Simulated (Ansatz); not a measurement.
# Rh (P6_3/mmc) in Ansatz: notebook

One crystal, Rh, is run at these levels: LDA; tasks: single point, equation of state.

Program: Ansatz 0.2.0. These are calculated values, not measurements. Logs are shortened: lines on timing, memory, paths and dates and some standing lists are left out, and cuts for length are marked.

## 1. The structure

It takes space group P6_3/mmc (No. 194, hexagonal). The conventional cell has a = 2.692 Å, b = 2.692 Å, c = 8.798 Å, α = 90.00°, β = 90.00°, γ = 120.00°. Rh (site symmetry -6m2) has 12 Rh at 2.69 Å as nearest neighbours. Rh (site symmetry -3m) has 12 Rh at 2.69 Å as nearest neighbours.

This isn't the form of Rh at room conditions, which is fcc.

## 2. Single point, LDA, 12.97 Å³/atom (volume scaled by 0.94)

The input, input.yaml:

```yaml
crystal:
  lattice:
    - [2.6367956413, 0.0, 0.0]
    - [-1.3183978206, 2.28353201, 0.0]
    - [0.0, 0.0, 8.6184672829]
  atoms:
    - { symbol: Rh, position: [0.6666666667, 0.3333333333, 0.75] }
    - { symbol: Rh, position: [0.0, 0.0, 0.5] }
    - { symbol: Rh, position: [0.3333333333, 0.6666666667, 0.25] }
    - { symbol: Rh, position: [0.0, 0.0, 0.0] }
hamiltonian:
  xc: lda
  pseudopotentials: { kind: paw }
kpoints:
  mp_grid: { grid: [11, 11, 3] }
scf:
  occupations: { method: fermi_dirac, width: 0.05 }
output:
  forces: true
  stress: true
  eigenvalues: true
  write_density: true
  write_potential: true
  elf: true
  volumetric_format: npy
```

Potentials or basis: Ansatz PAW.

The run is started by

```bash
$ ansatz run input.yaml --threads 2 --pin off --max-ram 5632MiB --backend cpu --events-out ev --progress --plain --runs-dir out
```

The program printed:

```text
Warning: RAYON_NUM_THREADS=2 ignored (pool sized by the plan → 2); use --threads N
Engine: ansatz 0.2.0, x86_64-unknown-linux-gnu
Pseudopotentials: kind: paw
Pseudopotential: Rh, paw, valence charge 17, recommended cutoff 420 eV (normal), Rh.paw.azcp
Functional definition: SPW92
  exchange = slater_x
  correlation = pw_c
Crystal: 4 atoms, lattice volume = 51.894 Å³
Basis set: ecut = 420 eV, 1031 PW (Γ)
Bands: 41, of which v1, the nominal top of the filled ones, is band 34 counted from 1 (33 counted from 0)
Symmetry: 24 space group operations
Space group: P63/mmc (ITA 194), of the structure as read, at distance tolerance 3.7e-5 Å
k-points: 32 of 363
Non-local potential: Rh, projectors of the file, l = 0: 3, l = 1: 2, l = 2: 2, l = 3: 1
PAW form: soft (Blöchl's): semilocal exchange-correlation on the pseudo side does not see the compensation charge
PAW frozen core: Rh, regenerated for the run's functional, and the local potential with it (the file was generated under x = pbe(κ = 0.804, μ = 0.2195149727645171), c = pbe(β = 0.06672455060314922))
PAW one-centre angular grid: Rh, 590 points (default); XC on 64 Gauss nodes
Initial density: superposition of atomic densities (neutral atoms: chi_scale 0, normalization atom), corrected by the library's trained network
Initial wavefunctions: pseudopotential atomic-orbital guess
Functional: x = slater, c = lda
SCF iter   1: F=—  HF=-25114.512961 eV  |F-HF|=—  |Δ(HF+E_count)|=         —  Δρ=1.23e-2  dr2=4.39e-2  ethr=1.77e-3  ⟨swp⟩=6.2  Hψ=4567  notcnv=0  defer=1
preconditioner: auto → Kerker (q_TF=auto, 2.854 Å⁻¹)  [metal: Δε(μ)=0.006 eV  Ē_g=7.032 eV  σ=0.050 eV  W_gap=0.03  n_scr=24 (ndim 8)  ℏωp=30.9 eV  f_vac=0.000  D(μ)=5.88/eV (n_scr^D=66)]
SCF iter   2: F=—  HF=-25114.506830 eV  |F-HF|=—  |Δ(HF+E_count)|=   6.13e-3  Δρ=6.18e-3  dr2=9.37e-3  ethr=6.45e-5  ⟨swp⟩=2.6  Hψ=2153  notcnv=0  defer=9
SCF iter   3: F=—  HF=-25114.504127 eV  |F-HF|=—  |Δ(HF+E_count)|=   2.70e-3  Δρ=8.60e-4  dr2=1.12e-4  ethr=1.38e-5  ⟨swp⟩=2.0  Hψ=1835  notcnv=0  defer=9
SCF iter   4: F=—  HF=-25114.504122 eV  |F-HF|=—  |Δ(HF+E_count)|=   4.72e-6  Δρ=1.00e-4  dr2=3.77e-6  ethr=1.64e-7  ⟨swp⟩=2.2  Hψ=2295  notcnv=0  defer=9
SCF iter   5: F=—  HF=-25114.504121 eV  |F-HF|=—  |Δ(HF+E_count)|=   9.82e-7  Δρ=2.56e-5  dr2=2.13e-7  ethr=5.55e-9  ⟨swp⟩=2.2  Hψ=1656  notcnv=0  defer=9
SCF iter   6: F=-25114.504121 eV  HF=-25114.504121 eV  |F-HF|=5.33e-9  |Δ(HF+E_count)|=   3.27e-8  Δρ=3.53e-6  dr2=8.17e-9  ethr=1.47e-10  ⟨swp⟩=9.2  Hψ=7770  notcnv=0
SCF 1 converged in 6 iterations: F = -25114.504121 eV  dr2 = 8.17e-9
SCF converged after 6 iterations
Free energy (F): -25114.504121 eV
Harris-Foulkes:  -25114.504121 eV  (|F-HF|=5.33e-9)
Internal energy: -25114.457034 eV  (E = F + TS)
E sigma→0 (E₀):  -25114.480578 eV
Entropy (-TS):   -0.047087 eV (-11.772 meV/atom)
Fermi energy:    23.811039 eV
--- Per-component energies (eV) ---
  E_band       = -258.207982
  E_kinetic    = 2302.547935
  E_local      = -5988.926372  (includes V_loc(G=0)·N_el)
  E_nonlocal   = 1441.195860
  E_hartree    = 2100.461674
  E_xc         = -886.165681
  E_vxc        = -1117.498155  (∫ρ·V_xc dr)
  E_paw        = -13855.658104  (= ΣΔE_a)
  E_vpaw       = -1096.451377  (= ΣTr[D̂ρ^β])
  E_aug_tail   = 0.002926  (compensation charges beyond the density's cutoff)
  E_ewald      = -10230.405202
  E_core_change = 2.489929  (= ΣΔE_core)
  E_smearing   = -0.047087  (= −TS)
  E_closure    = -0.000000  (closes the sum)
  Σ components = -25114.504121   (vs F -25114.504121, Δ=0.00e0)
--- Forces (eV/Å), atoms counted from 1 ---
  atom   1  Rh     0.00000000     0.00000000     0.00000000
  atom   2  Rh     0.00000000    -0.00000000    -0.00000000
  atom   3  Rh    -0.00000000    -0.00000000    -0.00000000
  atom   4  Rh    -0.00000000    -0.00000000     0.00000000
  max |Σ_I F_I| component: 4.63e-18 eV/Å
--- Stress (GPa, compression-positive) ---
        7.660092       0.000000      -0.000000
        0.000000       7.660092       0.000000
       -0.000000       0.000000       5.727834
  P = ⅓ Tr σ = 7.0160 GPa (70.160 kbar)
--- Band table (eV; the first three rows and the last of 32) ---
  k-point 0: bands = ["-55.1174", "-55.0472", "-55.0421", "-54.9713", "-23.4740", "-23.0322", "-23.0315", "-22.6816", "-22.6816", "-22.6245", "-22.6245", "-22.6161", "-22.6161", "-22.5720", "-22.5584", "-22.5584", "15.2987", "17.1095", "17.1380", "17.1532", "20.2672", "20.3014", "20.3283", "20.3283", "20.3713", "20.3713", "20.3734", "20.7955", "20.7955", "20.9064", "20.9064", "22.2291", "22.2291", "22.8807", "22.8807", "23.4372", "23.4372", "24.2925", "24.2925", "24.3944", "32.9003"]
  k-point 1: bands = ["-55.1077", "-55.0812", "-55.0080", "-54.9811", "-23.4157", "-23.2550", "-22.8043", "-22.6735", "-22.6735", "-22.6513", "-22.6513", "-22.6347", "-22.5892", "-22.5892", "-22.5667", "-22.5667", "15.5917", "16.3632", "17.1857", "17.3223", "20.0418", "20.2528", "20.4086", "20.4086", "20.4584", "20.4584", "20.6791", "20.6791", "20.7651", "20.7651", "21.5922", "22.4098", "22.4098", "22.7222", "22.7222", "23.4101", "23.6878", "23.6878", "24.1042", "24.1042", "34.1735"]
  k-point 2: bands = ["-55.1071", "-55.0395", "-55.0344", "-54.9662", "-23.4505", "-23.0382", "-23.0380", "-22.7366", "-22.6992", "-22.6674", "-22.6584", "-22.6378", "-22.6295", "-22.6150", "-22.5808", "-22.5674", "15.6093", "17.3519", "17.4258", "17.4437", "19.7672", "20.0046", "20.1780", "20.1958", "20.2933", "20.5466", "20.5492", "20.8470", "21.0318", "21.0563", "21.1236", "21.8688", "22.0091", "22.6496", "22.9678", "23.3300", "23.4031", "23.6174", "24.3310", "26.3849", "32.8389"]
  k-point 31: bands = ["-54.9427", "-54.9402", "-54.9312", "-54.9288", "-23.2931", "-23.2787", "-23.2340", "-23.2082", "-23.1085", "-23.0892", "-23.0449", "-22.9866", "-22.8689", "-22.8084", "-22.7822", "-22.7614", "18.0191", "18.1052", "18.6782", "18.6822", "18.8667", "19.0596", "19.3152", "19.5118", "20.1780", "20.3286", "20.4605", "20.7597", "21.7070", "21.8826", "22.6646", "22.8697", "23.8127", "24.0443", "24.2040", "24.3250", "29.9559", "30.2415", "31.0669", "31.0817", "32.5595"]
```

It took 1.5 s on 2 threads of Intel Xeon Platinum 8488C (Sapphire Rapids), shared host; peak memory 0.4 GiB.

What came out:

```yaml
Free_energy: -25114.5041 eV
Pressure: 7.0 GPa
Band_gap_on_the_k_mesh: none (metal or under the smearing width)
```

Caveat: the PAW data sets come from PBE, with cores solved anew for the run's functional, which leaves a small shift of forces and pressure.

## 3. Single point, LDA, 13.25 Å³/atom (volume scaled by 0.96)

Changes to input.yaml since step 2:

```diff
@@ -2,5 +2,5 @@
   lattice:
-    - [2.6367956413, 0.0, 0.0]
-    - [-1.3183978206, 2.28353201, 0.0]
-    - [0.0, 0.0, 8.6184672829]
+    - [2.6553652365, 0.0, 0.0]
+    - [-1.3276826182, 2.2996137512, 0.0]
+    - [0.0, 0.0, 8.6791627142]
   atoms:
@@ -21,5 +21 @@
   eigenvalues: true
-  write_density: true
-  write_potential: true
-  elf: true
-  volumetric_format: npy
```

Potentials or basis: Ansatz PAW.

The run is started by

```bash
$ ansatz run input.yaml --threads 2 --pin off --max-ram 5632MiB --backend cpu --events-out ev --progress --plain --runs-dir out
```

Run time: 1.1 s. Hardware: 2 threads of Intel Xeon Platinum 8488C (Sapphire Rapids), shared host; peak memory 0.4 GiB.

The run converged. Its results:

```yaml
Free_energy: -25114.5277 eV
Pressure: 0.0 GPa
Band_gap_on_the_k_mesh: none (metal or under the smearing width)
```

Caveat: the PAW data sets come from PBE, with cores solved anew for the run's functional, which leaves a small shift of forces and pressure.

## 4. Single point, LDA, 13.53 Å³/atom (volume scaled by 0.98)

Changes to input.yaml since step 3:

```diff
@@ -2,5 +2,5 @@
   lattice:
-    - [2.6553652365, 0.0, 0.0]
-    - [-1.3276826182, 2.2996137512, 0.0]
-    - [0.0, 0.0, 8.6791627142]
+    - [2.6736786789, 0.0, 0.0]
+    - [-1.3368393395, 2.3154736575, 0.0]
+    - [0.0, 0.0, 8.7390209003]
   atoms:
```

The run is started by

```bash
$ ansatz run input.yaml --threads 2 --pin off --max-ram 5632MiB --backend cpu --events-out ev --progress --plain --runs-dir out
```

It took 1.1 s on 2 threads of Intel Xeon Platinum 8488C (Sapphire Rapids), shared host; peak memory 0.4 GiB.

It converged, with:

- Free energy: -25114.5060 eV
- Pressure: -6.2 GPa
- Band gap on the k mesh: none (metal or under the smearing width)

Caveat: the PAW data sets come from PBE, with cores solved anew for the run's functional, which leaves a small shift of forces and pressure.

## 5. Single point, LDA, 13.80 Å³/atom

Changes to input.yaml since step 4:

```diff
@@ -2,5 +2,5 @@
   lattice:
-    - [2.6736786789, 0.0, 0.0]
-    - [-1.3368393395, 2.3154736575, 0.0]
-    - [0.0, 0.0, 8.7390209003]
+    - [2.6917446234, 0.0, 0.0]
+    - [-1.3458723117, 2.3311192244, 0.0]
+    - [0.0, 0.0, 8.79807013]
   atoms:
```

The run is started by

```bash
$ ansatz run input.yaml --threads 2 --pin off --max-ram 5632MiB --backend cpu --events-out ev --progress --plain --runs-dir out
```

It took 1.2 s on 2 threads of Intel Xeon Platinum 8488C (Sapphire Rapids), shared host; peak memory 0.4 GiB.

The run converged. Its results:

* Free energy: -25114.4442 eV
* Pressure: -11.6 GPa
* Band gap on the k mesh: none (metal or under the smearing width)

Caveat: the PAW data sets come from PBE, with cores solved anew for the run's functional, which leaves a small shift of forces and pressure.

## 6. Single point, LDA, 14.08 Å³/atom (volume scaled by 1.02)

Changes to input.yaml since step 5:

```diff
@@ -2,5 +2,5 @@
   lattice:
-    - [2.6917446234, 0.0, 0.0]
-    - [-1.3458723117, 2.3311192244, 0.0]
-    - [0.0, 0.0, 8.79807013]
+    - [2.7095712663, 0.0, 0.0]
+    - [-1.3547856331, 2.34655755, 0.0]
+    - [0.0, 0.0, 8.8563371932]
   atoms:
@@ -21 +21,5 @@
   eigenvalues: true
+  write_density: true
+  write_potential: true
+  elf: true
+  volumetric_format: npy
```

Potentials or basis: Ansatz PAW.

The run is started by

```bash
$ ansatz run input.yaml --threads 2 --pin off --max-ram 5632MiB --backend cpu --events-out ev --progress --plain --runs-dir out
```

Wall time 1.6 s (2 threads of Intel Xeon Platinum 8488C (Sapphire Rapids), shared host); peak memory 0.41 GiB.

Results (log left out):

```
Free energy            : -25114.3471 eV
Pressure               : -16.4 GPa
Band gap on the k mesh : none (metal or under the smearing width)
```

Caveat: the PAW data sets come from PBE, with cores solved anew for the run's functional, which leaves a small shift of forces and pressure.

## 7. Single point, LDA, 14.35 Å³/atom (volume scaled by 1.04)

Changes to input.yaml since step 6:

```diff
@@ -2,5 +2,5 @@
   lattice:
-    - [2.7095712663, 0.0, 0.0]
-    - [-1.3547856331, 2.34655755, 0.0]
-    - [0.0, 0.0, 8.8563371932]
+    - [2.7271663779, 0.0, 0.0]
+    - [-1.3635831889, 2.3617953636, 0.0]
+    - [0.0, 0.0, 8.9138474877]
   atoms:
```

The run is started by

```bash
$ ansatz run input.yaml --threads 2 --pin off --max-ram 5632MiB --backend cpu --events-out ev --progress --plain --runs-dir out
```

Run time: 1.6 s. Hardware: 2 threads of Intel Xeon Platinum 8488C (Sapphire Rapids), shared host; peak memory 0.42 GiB.

Results (log left out):

- Free energy: -25114.2192 eV
- Pressure: -20.6 GPa
- Band gap on the k mesh: none (metal or under the smearing width)

Caveat: the PAW data sets come from PBE, with cores solved anew for the run's functional, which leaves a small shift of forces and pressure.

## 8. Single point, LDA, 14.63 Å³/atom (volume scaled by 1.06)

Changes to input.yaml since step 7:

```diff
@@ -2,5 +2,5 @@
   lattice:
-    - [2.7271663779, 0.0, 0.0]
-    - [-1.3635831889, 2.3617953636, 0.0]
-    - [0.0, 0.0, 8.9138474877]
+    - [2.7445373327, 0.0, 0.0]
+    - [-1.3722686664, 2.3768390518, 0.0]
+    - [0.0, 0.0, 8.9706251171]
   atoms:
@@ -21,5 +21 @@
   eigenvalues: true
-  write_density: true
-  write_potential: true
-  elf: true
-  volumetric_format: npy
```

The run is started by

```bash
$ ansatz run input.yaml --threads 2 --pin off --max-ram 5632MiB --backend cpu --events-out ev --progress --plain --runs-dir out
```

Run time: 1.2 s. Hardware: 2 threads of Intel Xeon Platinum 8488C (Sapphire Rapids), shared host; peak memory 0.4 GiB.

The run converged. Its results:

```
Free energy            : -25114.0641 eV
Pressure               : -24.3 GPa
Band gap on the k mesh : none (metal or under the smearing width)
```

Caveat: the PAW data sets come from PBE, with cores solved anew for the run's functional, which leaves a small shift of forces and pressure.

## 9. Equation of state, LDA

Potentials or basis: Ansatz PAW.

No new run: the results of the series are fitted here.

What came out:

- Equilibrium volume: 13.25 Å³/atom
- Bulk modulus at fixed shape and positions: 316 GPa
- Pressure derivative of the bulk modulus: 5.1

Energy against volume, from the lowest point:
| volume (Å³/atom) | energy (meV/atom) |
| --- | --- |
| 12.973 | 5.91 |
| 13.249 | 0.00 |
| 13.525 | 5.44 |
| 13.801 | 20.90 |
| 14.078 | 45.15 |
| 14.354 | 77.14 |
| 14.630 | 115.92 |

Caveat: the cell was scaled at fixed shape and fractional positions, which overstates the stiffness of a crystal with free parameters, most of all of layers and chains.
